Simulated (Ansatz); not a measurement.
# MnSb (P6_3/mmc) in Ansatz: further runs

One crystal, MnSb, is run at these levels: PBE+D3(BJ), BLYP+D3(BJ), PBE; tasks: relaxation of cell and atoms, single point.

Program: Ansatz 0.2.0. These are calculated values, not measurements. Logs are shortened: lines on timing, memory, paths and dates and some standing lists are left out, and cuts for length are marked.

### 1 Starting point

Symmetry: P6_3/mmc, No. 194, hexagonal system. Conventional cell: a = 4.150 Å, b = 4.150 Å, c = 5.780 Å, α = 90.00°, β = 90.00°, γ = 120.00°. Around Sb (site symmetry -6m2) lie 6 Mn at 2.80 Å. Mn (site symmetry -3m) is surrounded by 6 Sb at 2.80 Å and 2 Mn at 2.89 Å.

### 2 Relaxation of cell and atoms, PBE+D3(BJ), collinear spin, ferromagnetic start

The input, input.yaml:

```yaml
crystal:
  lattice:
    - [4.15, 0.0, 0.0]
    - [-2.075, 3.5940054257, 0.0]
    - [0.0, 0.0, 5.78]
  atoms:
    - { symbol: Sb, position: [0.6666666667, 0.3333333333, 0.75] }
    - { symbol: Sb, position: [0.3333333333, 0.6666666667, 0.25] }
    - { symbol: Mn, position: [0.0, 0.0, 0.5], spin: 4.0 }
    - { symbol: Mn, position: [0.0, 0.0, 0.0], spin: 4.0 }
hamiltonian:
  xc: pbe
  pseudopotentials: { kind: paw }
  dispersion: d3bj
magnetization:
  spin_polarized: true
kpoints:
  mp_grid: { grid: [7, 7, 5] }
scf:
  occupations: { method: fermi_dirac, width: 0.05 }
output:
  forces: true
  stress: true
relax:
  f_tol: 0.01
  max_steps: 40
  cell: { stress_tol: 0.05 }
```

Potentials or basis: Ansatz PAW.

Command:

```console
ansatz run input.yaml --threads 2 --pin off --max-ram 5120MiB --backend cpu --events-out ev --progress --plain --runs-dir out
```

What it wrote:

```text
Warning: RAYON_NUM_THREADS=2 ignored (pool sized by the plan → 2); use --threads N
Engine: ansatz 0.2.0, aarch64-unknown-linux-gnu
Pseudopotentials: kind: paw
Pseudopotential: Sb, paw, valence charge 15, recommended cutoff 420 eV (normal), Sb.paw.azcp
Pseudopotential: Mn, paw, valence charge 15, recommended cutoff 420 eV (normal), Mn.paw.azcp
Functional definition: PBE
  parameter kappa = 0.804
  parameter beta = 0.06672455060314922
  exchange = pbe_x(kappa = kappa, mu = beta*pi^2/3)
  correlation = pbe_c(beta = beta)
Crystal: 4 atoms, lattice volume = 86.209 Å³
Basis set: ecut = 420 eV, 1657 PW (Γ), exchange–correlation on 60×60×80 points (8 copies of the dense FFT grid, shifted against one another)
Bands: 41, of which v1, the nominal top of the filled ones, is band 30 counted from 1 (29 counted from 0)
Symmetry: 24 space group operations
Space group: P63/mmc (ITA 194), of the structure as read, at distance tolerance 4.4e-5 Å
Magnetic group: BNS 194.263 (UNI 1493), of the structure as read, at distance tolerance 4.4e-5 Å
k-points: 24 of 245
Non-local potential: Sb, projectors of the file, l = 0: 2, l = 1: 2, l = 2: 2, l = 3: 2
Non-local potential: Mn, projectors of the file, l = 0: 3, l = 1: 2, l = 2: 3, l = 3: 1
PAW form: soft (Blöchl's): semilocal exchange-correlation on the pseudo side does not see the compensation charge
PAW one-centre angular grid: Sb, 590 points (default); XC on 64 Gauss nodes
PAW one-centre angular grid: Mn, 590 points (default); XC on 64 Gauss nodes
Initial density: superposition of atomic densities (chi_scale 0.1, normalization cell)
Starting moments: Σ|m| = 8 μB on 2 of 4 sites
Initial wavefunctions: pseudopotential atomic-orbital guess
Functional: x = pbe(κ = 0.804, μ = 0.2195149727645171), c = pbe(β = 0.06672455060314922)
iter 1 solved again at ethr=7.48e-4 eV; its pass at ethr=3.10e-3 eV (dr2=4.49e-1 eV) is discarded
SCF iter   1: F=—  HF=-20766.968827 eV  |F-HF|=—  |Δ(HF+E_count)|=         —  Δρ=1.54e-2 (↑1.16e-2 ↓1.54e-2)  dr2=4.55e-1  dr2_m=6.02e-2  M=7.238 μB ∫|m|=7.961 μB  β_m=0.30  ethr=7.48e-4  ⟨swp⟩=1.4  Hψ=10340  notcnv=0
Mixer restart at iter 1: flushing history
preconditioner: auto → Kerker (q_TF=auto, 2.568 Å⁻¹)  [metal: Δε(μ)=0.067 eV  Ē_g=7.437 eV  σ=0.050 eV  W_gap=0.32  n_scr=22 (ndim 8)  ℏωp=19.6 eV  f_vac=0.000  D(μ)=1.80/eV (n_scr^D=8)]
spin=Collinear: Kerker preconditioning applied to the charge; magnetization (m = ρ↑ − ρ↓) channel mixes plain (no charge-response kernel on spin).
SCF iter   2: F=—  HF=-20767.419920 eV  |F-HF|=—  |Δ(HF+E_count)|=   4.51e-1  Δρ=1.37e-2 (↑9.31e-3 ↓1.37e-2)  dr2=4.37e-1  dr2_m=3.74e-2  M=7.153 μB ∫|m|=7.919 μB  β_m=0.65  ethr=7.48e-4  ⟨swp⟩=2.0  Hψ=2473  notcnv=0
SCF iter   3: F=—  HF=-20768.134048 eV  |F-HF|=—  |Δ(HF+E_count)|=   7.14e-1  Δρ=1.04e-2 (↑5.72e-3 ↓1.04e-2)  dr2=2.30e-1  dr2_m=3.17e-2  M=6.912 μB ∫|m|=7.780 μB  β_m=0.82  ethr=7.28e-4  ⟨swp⟩=3.0  Hψ=3406  notcnv=0
SCF iter   4: F=—  HF=-20768.209860 eV  |F-HF|=—  |Δ(HF+E_count)|=         —  Δρ=9.05e-3 (↑4.57e-3 ↓9.05e-3)  dr2=1.98e-1  dr2_m=6.32e-3  M=6.712 μB ∫|m|=7.598 μB  β_m=0.82  ethr=3.84e-4  ⟨swp⟩=2.3  Hψ=3307  notcnv=0  defer=137
Mixer restart at iter 4: flushing history
[... 69 lines left out ...]
SCF iter   9: F=—  HF=-20768.401494 eV  |F-HF|=—  |Δ(HF+E_count)|=  7.17e-10  Δρ=6.47e-8 (↑6.47e-8 ↓4.61e-8)  dr2=8.10e-12  dr2_m=1.78e-13  M=5.895 μB ∫|m|=6.613 μB  β_m=0.91  ethr=1.06e-12  ⟨swp⟩=2.2  Hψ=3371  notcnv=0
SCF iter  10: F=-20768.401494 eV  HF=-20768.401494 eV  |F-HF|=7.28e-12  |Δ(HF+E_count)|=  1.46e-11  Δρ=7.16e-8 (↑4.66e-8 ↓7.16e-8)  dr2=1.24e-11  dr2_m=1.40e-13  M=5.895 μB ∫|m|=6.613 μB  ethr=1.00e-12  ⟨swp⟩=3.2  Hψ=6181  notcnv=0
SCF 5 converged in 10 iterations: F = -20768.401494 eV  dr2 = 1.24e-11
relax step   5: F+E_penalty+E_count = -20768.40149430 eV  Δ(F+E_penalty+E_count) = +3.337e-3 eV  max|allowed force component| = 7.401e-17 eV/Å  Δτ_max = 0.0000 Å  P = -0.006 GPa  Ω = 76.499 Å³  stress off target by 1.78e-2 GPa  SCF on the basis re-selected at this cell (its energy is not comparable with the rows above)  (10 SCF iters)
basis re-selected at this cell: Δ(F+E_penalty+E_count) = +3.337e-3 eV, ΔP = +0.004 GPa vs the last step (what re-selecting the basis moved, of the pressure what is left beyond the Pulay correction that the steps carried, after the strain that the cell walked since its last selection, with what the two solves' SCF thresholds leave and, on support functions, any second-order correction that the steps lacked; it is no measure of the basis error at this ecutwfc). The dense FFT grid was sized anew with the basis: this SCF ran on 27×27×40 points, the steps before it on 30×30×40, so part of this shift can come from that change (see relax.cell in the input reference). This SCF's stress stands 1.78e-2 GPa from its target on what of the cell is left free (relax.cell.stress_tol is 5.00e-2 GPa) and its largest allowed force component is 7.40e-17 eV/Å (relax.f_tol is 1.00e-2 eV/Å): within both
SCF converged after 10 iterations
Magnetization: 5.8951 μB (32.9475 up, 27.0525 down)
Absolute magnetization: 6.6209 μB (∫|ρ↑−ρ↓|, with the PAW one-centre terms)
Spin contamination: 0.2289 ħ² per cell (⟨S²⟩ above its minimum at these occupations)
Per-site moments (μB) at R_I (Å): [(-0.09821624434124378, 1.1105785923862537), (-0.09821624434124374, 1.1105785923862537), (2.9837163146403496, 1.1105785923862537), (2.9837163146403483, 1.1105785923862537)]
Free energy (F): -20768.401494 eV
Harris-Foulkes:  -20768.401494 eV  (|F-HF|=7.28e-12)
Internal energy: -20768.380665 eV  (E = F + TS)
E sigma→0 (E₀):  -20768.391080 eV
Entropy (-TS):   -0.020829 eV (-5.207 meV/atom)
Fermi energy:    14.062326 eV
--- Per-component energies (eV) ---
  E_band       = -724.543804
  E_kinetic    = 1028.802069
  E_local      = -7004.425345  (includes V_loc(G=0)·N_el)
  E_nonlocal   = 1220.056045
  E_hartree    = 3060.102135
  E_xc         = -504.967753
  E_vxc        = -484.779531  (∫ρ·V_xc dr)
  E_paw        = -11761.722265  (= ΣΔE_a)
  E_vpaw       = -1604.401028  (= ΣTr[D̂ρ^β])
  E_aug_tail   = -0.000022  (compensation charges beyond the density's cutoff)
  E_ewald      = -6804.472876
  E_disp       = -1.752652  (pairwise vdW)
  E_smearing   = -0.020829  (= −TS)
  E_closure    = -0.000000  (closes the sum)
  Σ components = -20768.401494   (vs F -20768.401494, Δ=0.00e0)
--- Forces (eV/Å), atoms counted from 1 ---
  atom   1  Sb    -0.00000000    -0.00000000     0.00000000
  atom   2  Sb     0.00000000     0.00000000     0.00000000
  atom   3  Mn     0.00000000     0.00000000     0.00000000
  atom   4  Mn     0.00000000     0.00000000     0.00000000
  max |Σ_I F_I| component: 1.02e-28 eV/Å
--- Stress (GPa, compression-positive) ---
        0.000553       0.000000       0.000000
       -0.000000       0.000553       0.000000
        0.000000       0.000000      -0.017752
  P = ⅓ Tr σ = -0.0055 GPa (-0.055 kbar)
--- Relaxed structure (4 steps of the walk, 4 accepted, 1 SCFs on fresh bases) ---
  F+E_penalty+E_count = -20768.40149430 eV   max|allowed force component| = 7.401e-17 eV/Å   (the final SCF, on the basis selected at the relaxed cell)
  cell:  # Å, volume = 76.4985 Å³
    - [4.013119144454664, 3.6185426029526695e-34, 0.0]
    - [-2.006559572227332, 3.475463127511411, 0.0]
    - [0.0, 0.0, 5.484767869505424]
  atoms:
    - { symbol: Sb, position: [0.6666666666666667, 0.3333333333333333, 0.7499999999999999] }
    - { symbol: Sb, position: [0.3333333333333333, 0.6666666666666667, 0.25] }
    - { symbol: Mn, position: [-7.595465278165413e-34, -1.2339379537389367e-33, 0.5] }
    - { symbol: Mn, position: [-7.028606784760506e-34, -3.7779733950744846e-34, 6.941789015236577e-36] }
```

Wall time 23 s (2 threads of Arm Neoverse V2, shared host); peak memory 0.47 GiB.

What came out:

| Property | Result |
| --- | --- |
| Free energy | -20768.4015 eV |
| Relaxed volume | 19.12 Å³/atom |
| Relaxed cell | a = 4.013 Å, b = 4.013 Å, c = 5.485 Å, α = 90.00°, β = 90.00°, γ = 120.00° |
| Space group after relaxing (to 0.05 Å) | P6_3/mmc (No. 194) |
| Energy gained by relaxing | 51.8 meV/atom |
| Ionic steps | 5 |
| Pressure after relaxing | 0.0 GPa |
| Net moment | 5.90 μB per cell |
| Absolute moment | 6.62 μB per cell |
| Site moments | Sb -0.10; Mn +2.98 μB |

The path:
| step | energy change (eV) | largest force (eV/Å) | volume (Å³) |
| --- | --- | --- | --- |
| 1 | 0.0000 | 0.0000 | 86.21 |
| 2 | -0.2092 | 0.0000 | 75.94 |
| 3 | -0.2105 | 0.0000 | 76.69 |
| 4 | -0.2107 | 0.0000 | 76.50 |
| 5 | -0.2073 | 0.0000 | 76.50 |

Final structure:
```cif
data_structure
_symmetry_space_group_name_H-M 'P 1'
_symmetry_Int_Tables_number 1
_cell_length_a 4.0131
_cell_length_b 4.0131
_cell_length_c 5.4848
_cell_angle_alpha 90.000
_cell_angle_beta 90.000
_cell_angle_gamma 120.000
_cell_volume 76.50
loop_
_atom_site_label
_atom_site_type_symbol
_atom_site_fract_x
_atom_site_fract_y
_atom_site_fract_z
_atom_site_occupancy
Sb1 Sb 0.66667 0.33333 0.75000 1
Sb2 Sb 0.33333 0.66667 0.25000 1
Mn1 Mn 0.00000 0.00000 0.50000 1
Mn2 Mn 0.00000 0.00000 0.00000 1
```

Caveat: the plane-wave basis is chosen anew once the cell has moved, so the energies of steps on either side of that aren't comparable; the volume moved by -11 % from the deposited cell, more than functionals usually miss; only a ferromagnetic start was run, and an antiferromagnetic order may lie lower in energy. The run has no spin-orbit coupling, so splittings on Sb are missing.

### 3 Relaxation of cell and atoms, BLYP+D3(BJ), collinear spin, ferromagnetic start

input.yaml: that of step 2 with these lines changed.

```diff
@@ -11,3 +11,3 @@
 hamiltonian:
-  xc: pbe
+  xc: blyp
   pseudopotentials: { kind: paw }
```

Potentials or basis: Ansatz PAW.

Command:

```console
ansatz run input.yaml --threads 2 --pin off --max-ram 5120MiB --backend cpu --events-out ev --progress --plain --runs-dir out
```

Run time: 24 s. Hardware: 2 threads of Arm Neoverse V2, shared host; peak memory 0.49 GiB.

It converged, with:

| Item | Value |
| --- | --- |
| Free energy | -20818.4069 eV |
| Relaxed volume | 19.19 Å³/atom |
| Relaxed cell | a = 4.014 Å, b = 4.014 Å, c = 5.501 Å, α = 90.00°, β = 90.00°, γ = 120.00° |
| Space group after relaxing (to 0.05 Å) | P6_3/mmc (No. 194) |
| Energy gained by relaxing | 46.4 meV/atom |
| Ionic steps | 5 |
| Pressure after relaxing | 0.0 GPa |
| Net moment | 5.73 μB per cell |
| Absolute moment | 6.39 μB per cell |
| Site moments | Sb -0.09; Mn +2.90 μB |

The path:
```tsv
step	energy change (eV)	largest force (eV/Å)	volume (Å³)
1	0.0000	0.0000	86.21
2	-0.1844	0.0000	75.66
3	-0.1878	0.0000	76.96
4	-0.1880	0.0000	76.77
5	-0.1855	0.0000	76.77
```

Final structure:
```
CELL_PARAMETERS angstrom
4.01425 0.00000 0.00000
-2.00712 3.47644 0.00000
0.00000 0.00000 5.50087
ATOMIC_POSITIONS crystal
Sb 0.66667 0.33333 0.75000
Sb 0.33333 0.66667 0.25000
Mn 0.00000 0.00000 0.50000
Mn 0.00000 0.00000 0.00000
```

Caveat: the plane-wave basis is chosen anew once the cell has moved, so the energies of steps on either side of that aren't comparable; the volume moved by -11 % from the deposited cell, more than functionals usually miss; only a ferromagnetic start was run, and an antiferromagnetic order may lie lower in energy; the PAW data sets come from PBE, with cores solved anew for the run's functional, which leaves a small shift of forces and pressure. Spin-orbit coupling is left out, which matters for the levels of Sb.

### 4 Single point, PBE, collinear spin, ferromagnetic start

input.yaml: that of step 3 with these lines changed.

```diff
@@ -11,5 +11,4 @@
 hamiltonian:
-  xc: blyp
+  xc: pbe
   pseudopotentials: { kind: paw }
-  dispersion: d3bj
 magnetization:
@@ -17,3 +16,3 @@
 kpoints:
-  mp_grid: { grid: [7, 7, 5] }
+  mp_grid: { grid: [5, 5, 4] }
 scf:
@@ -23,5 +22,2 @@
   stress: true
-relax:
-  f_tol: 0.01
-  max_steps: 40
-  cell: { stress_tol: 0.05 }
+  eigenvalues: true
```

Potentials or basis: Ansatz PAW.

Command:

```console
ansatz run input.yaml --threads 2 --pin off --max-ram 5120MiB --backend cpu --events-out ev --progress --plain --runs-dir out
```

What it wrote:

```text
Warning: RAYON_NUM_THREADS=2 ignored (pool sized by the plan → 2); use --threads N
[... 9 set-up lines as earlier in the session ...]
Crystal: 4 atoms, lattice volume = 86.209 Å³
Basis set: ecut = 420 eV, 1657 PW (Γ), exchange–correlation on 60×60×80 points (8 copies of the dense FFT grid, shifted against one another)
Bands: 41, of which v1, the nominal top of the filled ones, is band 30 counted from 1 (29 counted from 0)
[... 2 set-up lines as earlier in the session ...]
[... 53 lines left out ...]
  E_ewald      = -6542.174698
  E_smearing   = -0.014170  (= −TS)
  E_closure    = 0.000000  (closes the sum)
  Σ components = -20766.657582   (vs F -20766.657582, Δ=0.00e0)
--- Forces (eV/Å), atoms counted from 1 ---
  atom   1  Sb     0.00000000     0.00000000     0.00000000
  atom   2  Sb     0.00000000    -0.00000000     0.00000000
  atom   3  Mn     0.00000000    -0.00000000    -0.00000000
  atom   4  Mn     0.00000000    -0.00000000     0.00000000
  max |Σ_I F_I| component: 1.16e-18 eV/Å
--- Stress (GPa, compression-positive) ---
       -2.820142      -0.000000       0.000000
        0.000000      -2.820142       0.000000
        0.000000       0.000000      -4.161688
  P = ⅓ Tr σ = -3.2673 GPa (-32.673 kbar)
--- Band table (eV; the first three rows and the last of 30) ---
  k-point 0 ↑: bands = ["-68.9852", "-68.9784", "-37.8330", "-37.8330", "-37.8254", "-37.8254", "-37.5966", "-37.5162", "-16.7925", "-16.7925", "-16.7710", "-16.7701", "-16.7701", "-16.7692", "-16.7611", "-16.7611", "-16.7599", "-16.7599", "0.5255", "3.5033", "6.4663", "8.2131", "8.2131", "8.8656", "9.1630", "9.1630", "9.4670", "9.4670", "10.2097", "10.2097", "11.5775", "12.5429", "12.5429", "14.3279", "14.3279", "14.6719", "15.0635", "16.3352", "17.7065", "17.7065", "19.2720"]
  k-point 1 ↑: bands = ["-68.9842", "-68.9794", "-37.8319", "-37.8319", "-37.8265", "-37.8265", "-37.5848", "-37.5281", "-16.7899", "-16.7899", "-16.7748", "-16.7748", "-16.7707", "-16.7694", "-16.7595", "-16.7595", "-16.7594", "-16.7594", "0.7875", "2.6857", "7.5627", "8.3709", "8.3709", "9.0034", "9.2636", "9.2636", "9.2716", "9.2716", "9.9271", "9.9271", "11.3259", "13.0088", "13.0088", "13.2121", "14.2252", "14.2252", "15.5419", "16.9800", "17.4839", "17.4839", "18.3238"]
  k-point 2 ↑: bands = ["-68.9818", "-68.9818", "-37.8292", "-37.8292", "-37.8292", "-37.8292", "-37.5565", "-37.5565", "-16.7830", "-16.7830", "-16.7830", "-16.7830", "-16.7700", "-16.7700", "-16.7588", "-16.7588", "-16.7588", "-16.7588", "1.5487", "1.5487", "8.7934", "8.7934", "8.7934", "8.7934", "8.9584", "8.9584", "9.5356", "9.5356", "9.5356", "9.5356", "11.4624", "11.4624", "13.7841", "13.7841", "13.7841", "13.7841", "16.6323", "16.6323", "17.4939", "17.4939", "17.4939"]
  k-point 14 ↓: bands = ["-65.3279", "-65.3279", "-34.1904", "-34.1904", "-34.1897", "-34.1897", "-34.0844", "-34.0844", "-16.8138", "-16.8138", "-16.8089", "-16.8089", "-16.7928", "-16.7928", "-16.7876", "-16.7876", "-16.7840", "-16.7840", "2.8232", "2.8232", "7.2496", "7.2496", "8.7657", "8.7657", "10.7867", "10.7867", "12.4926", "12.4926", "12.8689", "12.8689", "13.0418", "13.0418", "13.6117", "13.6117", "15.8168", "15.8168", "17.4429", "17.4429", "19.1792", "19.1792", "20.0158"]
```

It took 4.3 s on 2 threads of Arm Neoverse V2, shared host; peak memory 0.43 GiB.

Results:

| Quantity | Value |
| --- | --- |
| Free energy | -20766.6576 eV |
| Pressure | -3.3 GPa |
| Band gap on the k mesh | none (metal or under the smearing width) |
| Net moment | 6.67 μB per cell |
| Absolute moment | 7.57 μB per cell |
| Site moments | Sb -0.13; Mn +3.42 μB |

Stress tensor (GPa, compression positive):
```
-2.82  0.00  0.00
 0.00 -2.82  0.00
 0.00  0.00 -4.16
```

Caveat: only a ferromagnetic start was run, and an antiferromagnetic order may lie lower in energy.

### 5 Overview

| task | level | cell | k mesh | pressure (GPa) | moment (μB) | relaxed volume (Å³/atom) |
| --- | --- | --- | --- | --- | --- | --- |
| relaxation of cell and atoms | PBE+D3(BJ) | relaxed | 7 × 7 × 5 | 0.0 | 5.90 | 19.12 |
| relaxation of cell and atoms | BLYP+D3(BJ) | relaxed | 7 × 7 × 5 | 0.0 | 5.73 | 19.19 |
| single point | PBE | as given | 5 × 5 × 4 | -3.3 | 6.67 | - |

Alike in all rows: potentials or basis Ansatz PAW; spin collinear, ferromagnetic start; cutoff (eV) 420; smearing fermi-dirac 0.05 eV.

Caveats: only a ferromagnetic start was run, and an antiferromagnetic order may lie lower in energy; the plane-wave basis is chosen anew once the cell has moved, so the energies of steps on either side of that aren't comparable (some runs); the volume moved by -11 % from the deposited cell, more than functionals usually miss (some runs); the PAW data sets come from PBE, with cores solved anew for the run's functional, which leaves a small shift of forces and pressure (some runs).

Total energies depend on the potentials used, so only differences within one code and one set of settings carry meaning.
